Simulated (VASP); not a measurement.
# Zr (P6/mmm) in VASP: further runs, part 2 of 2

VASP 6.6.1. Earlier steps stand in the parts before.

## 3. Relaxation of cell and atoms, PBEsol, target pressure 5.19 GPa, at which the enthalpy is minimised

This run uses another cell than the first one, of 22.90 Å³/atom, 1.109 times its volume.

The input, INCAR:

```
SYSTEM = Zr
ALGO = Normal
EDIFF = 1E-6
EDIFFG = -0.01
ENCUT = 600
GGA = PS
IBRION = 2
ISIF = 3
ISMEAR = 1
LASPH = .TRUE.
LCHARG = .FALSE.
LREAL = .FALSE.
LWAVE = .FALSE.
NELM = 80
NSW = 90
PREC = Accurate
PSTRESS = 51.9
SIGMA = 0.1
```

The input, KPOINTS:

```
k-points
0
G
  9 9 12
  0 0 0
```

The input, POSCAR:

```
Zr
1.0
    5.0328000000      0.0000000000      0.0000000000
   -2.5164000000      4.3585326500      0.0000000000
    0.0000000000      0.0000000000      3.1324000000
Zr
3
Direct
    0.6666666700      0.3333333300      0.5000000000
    0.3333333300      0.6666666700      0.5000000000
    0.0000000000      0.0000000000      0.0000000000
```

Potentials or basis: VASP PAW PBE potentials, release 64 (Zr_sv).

Command:

```
cat potpaw_PBE.64/Zr_sv/POTCAR > POTCAR
mpirun -np 1 vasp_std > vasp.out
```

OUTCAR:

```text
SYSTEM = Zr
   EDIFF = 1E-6
   EDIFFG = -0.01
   ENCUT = 600
   GGA = PS
   IBRION = 2
   ISIF = 3
   ISMEAR = 1
   LASPH = .TRUE.
   LREAL = .FALSE.
   NELM = 80
   NSW = 90
   PREC = Accurate
   PSTRESS = 51.9

 ion  position               nearest neighbor table
   1  0.667  0.333  0.500-   2 2.91   2 2.91   2 2.91   3 3.30   3 3.30   3 3.30   3 3.30   3 3.30
                             3 3.30
   2  0.333  0.667  0.500-   1 2.91   1 2.91   1 2.91   3 3.30   3 3.30   3 3.30   3 3.30   3 3.30
                             3 3.30
   3  0.000  0.000  0.000-   1 3.30   2 3.30   1 3.30   2 3.30   2 3.30   2 3.30   1 3.30   1 3.30
                             1 3.30   1 3.30   2 3.30   2 3.30

  LATTYP: Found a hexagonal cell.
 ALAT       =     5.0328000000
 C/A-ratio  =     0.6223970752

  Lattice vectors:

 A1 = (   5.0328000000,   0.0000000000,   0.0000000000)
 A2 = (  -2.5164000000,   4.3585326500,   0.0000000000)
 A3 = (   0.0000000000,   0.0000000000,   3.1324000000)

[... 222 lines left out ...]
 cond. band min:      10.9522219632   @ k =   0.4444   0.0000   0.0833
 fundamental gap:      0.0206115490
 Fermi energy:        10.9519482206

 k-point     1 :       0.0000    0.0000    0.0000
  band No.  band energies     occupation
      1     -37.4430      2.00000
      2     -37.1429      2.00000
      3     -36.8432      2.00000
      4     -15.9446      2.00000
      5     -15.9446      2.00000
      6     -15.7307      2.00000
[... 863 lines left out ...]
--------------------------------------- Ionic step        9  -------------------------------------------

 number of electron      36.0000000 magnetization

 Free energy of the ion-electron system (eV)
  ---------------------------------------------------
  ext. energy  EPLUGINS =         0.00000000
  ---------------------------------------------------
  free energy    TOTEN  =       -27.22441230 eV

  energy without entropy =      -27.22605877  energy(sigma->0) =      -27.22496112

 E-fermi :   9.8091     XC(G=0): -11.6357

 val. band max:        9.7960920918   @ k =   0.3333   0.1111   0.0000
 cond. band min:       9.8320833248   @ k =   0.4444   0.0000   0.0000
 fundamental gap:      0.0359912329
 Fermi energy:         9.8091212052

 k-point     1 :       0.0000    0.0000    0.0000
  band No.  band energies     occupation
      1     -38.7847      2.00000
      2     -38.5138      2.00000
      3     -38.2604      2.00000
      4     -17.0872      2.00000
      5     -17.0872      2.00000
      6     -17.0108      2.00000
[... 625 lines left out ...]
  energy  without entropy=      -27.2260587688  energy(sigma->0) =      -27.22496112

  enthalpy is  TOTEN    =       -25.1641342713 eV   P V=        2.0602780312

 reached required accuracy - stopping structural energy minimisation
```

OSZICAR:

```text
N       E                     dE             d eps       ncg     rms          rms(c)
DAV:   1     0.399128694012E+03    0.39913E+03   -0.21353E+04  3696   0.182E+03
DAV:   2     0.809253885155E+00   -0.39832E+03   -0.39323E+03  4312   0.485E+02
DAV:   3    -0.270444829652E+02   -0.27854E+02   -0.27194E+02  6868   0.952E+01
[... 81 lines left out ...]
DAV:   3    -0.272243757802E+02    0.14068E-03   -0.69021E-04  5218   0.193E-01    0.510E-02
DAV:   4    -0.272243929296E+02   -0.17149E-04   -0.99205E-05  5124   0.551E-02    0.269E-02
DAV:   5    -0.272243996097E+02   -0.66801E-05   -0.15684E-05  4494   0.249E-02    0.170E-02
DAV:   6    -0.272244119758E+02   -0.12366E-04   -0.29202E-05  5684   0.280E-02    0.549E-03
DAV:   7    -0.272244123025E+02   -0.32674E-06   -0.11114E-06  2352   0.784E-03
   9 F= -.25164134E+02 E0= -.25164683E+02  d E =-.517385E-04
```

Run time: 5.1 min. Hardware: 1 thread of Intel Xeon 6975P-C (Granite Rapids), shared host; peak memory 0.29 GiB.

What came out:

| Item | Value |
| --- | --- |
| Free energy | -27.2244 eV |
| Relaxed volume | 21.20 Å³/atom |
| Relaxed cell | a = 4.892 Å, b = 4.892 Å, c = 3.068 Å, α = 90.00°, β = 90.00°, γ = 120.00° |
| Space group after relaxing (to 0.05 Å) | P6/mmm (No. 191) |
| Energy change on relaxing (the enthalpy is what falls) | +9.0 meV/atom |
| Ionic steps | 9 |
| Pressure after relaxing | 5.2 GPa |
| Band gap on the k mesh | none (metal or under the smearing width) |

The path:
```csv
step,energy change (eV),largest force (eV/Å),pressure (GPa),volume (Å³)
1,0.0000,0.0000,-2.94,68.71
2,0.4444,0.0000,18.73,57.79
3,0.0244,0.0000,5.01,63.70
4,0.0275,0.0000,5.18,63.60
5,0.0308,0.0000,5.37,63.50
6,0.0302,0.0000,5.37,63.51
7,0.0302,0.0000,5.37,63.51
8,0.0241,0.0000,5.01,63.70
9,0.0271,0.0000,5.19,63.60
```

Final structure:
```cif
data_structure
_symmetry_space_group_name_H-M 'P 1'
_symmetry_Int_Tables_number 1
_cell_length_a 4.8922
_cell_length_b 4.8922
_cell_length_c 3.0685
_cell_angle_alpha 90.000
_cell_angle_beta 90.000
_cell_angle_gamma 120.000
_cell_volume 63.60
loop_
_atom_site_label
_atom_site_type_symbol
_atom_site_fract_x
_atom_site_fract_y
_atom_site_fract_z
_atom_site_occupancy
Zr1 Zr 0.66667 0.33333 0.50000 1
Zr2 Zr 0.33333 0.66667 0.50000 1
Zr3 Zr 0.00000 0.00000 0.00000 1
```

Caveat: the cell is relaxed towards a set pressure, so the enthalpy falls and the energy may rise; the PAW data sets were made with another functional, which shifts forces and pressure a little.

## 4. Relaxation of cell and atoms, PBEsol, target pressure 5.19 GPa, at which the enthalpy is minimised

This run uses another cell than the first one, of 21.20 Å³/atom, 1.026 times its volume.

Edit INCAR of step 3 so:

```diff
@@ -2,4 +2,4 @@
 ALGO = Normal
-EDIFF = 1E-6
-EDIFFG = -0.01
+EDIFF = 1E-7
+EDIFFG = -0.005
 ENCUT = 600
```

KPOINTS is that of step 3.

The input, POSCAR:

```
Zr                                      
1.0
    4.8922244652     -0.0000000000      0.0000000000
   -2.4461122326      4.2367906656      0.0000000000
   -0.0000000000      0.0000000000      3.0684967983
  Zr            
     3
Direct
     0.6666666699999979    0.3333333300000021    0.5000000000000000
     0.3333333300000021    0.6666666699999979    0.5000000000000000
     0.0000000000000000    0.0000000000000000    0.0000000000000000
```

Command:

```
cat potpaw_PBE.64/Zr_sv/POTCAR > POTCAR
mpirun -np 1 vasp_std > vasp.out
```

It took 64 s on 1 thread of Intel Xeon 6975P-C (Granite Rapids), shared host; peak memory 0.26 GiB.

The run converged. Its results:

```
Free energy             : -27.2227 eV
Pressure after relaxing : 5.2 GPa
Band gap on the k mesh  : none (metal or under the smearing width)
```

Final structure:
```cif
data_structure
_symmetry_space_group_name_H-M 'P 1'
_symmetry_Int_Tables_number 1
_cell_length_a 4.8922
_cell_length_b 4.8922
_cell_length_c 3.0685
_cell_angle_alpha 90.000
_cell_angle_beta 90.000
_cell_angle_gamma 120.000
_cell_volume 63.60
loop_
_atom_site_label
_atom_site_type_symbol
_atom_site_fract_x
_atom_site_fract_y
_atom_site_fract_z
_atom_site_occupancy
Zr1 Zr 0.66667 0.33333 0.50000 1
Zr2 Zr 0.33333 0.66667 0.50000 1
Zr3 Zr 0.00000 0.00000 0.00000 1
```

Levels at points of the mesh, in eV from the Fermi level:
| k point | band 15 | band 16 | band 17 | band 18 | band 19 | band 20 | band 21 | band 22 |
| --- | --- | --- | --- | --- | --- | --- | --- | --- |
| (0.00, 0.00, 0.00) | -0.47 | -0.47 | -0.41 | -0.41 | -0.17 | 0.89 | 1.73 | 1.73 |
| (0.00, 0.00, 0.50) | -2.10 | -2.10 | -2.09 | -1.29 | 1.27 | 1.27 | 1.83 | 1.83 |

Caveat: the relaxation stopped at its first step, so nothing moved; the cell is relaxed towards a set pressure, so the enthalpy falls and the energy may rise; the PAW data sets were made with another functional, which shifts forces and pressure a little.
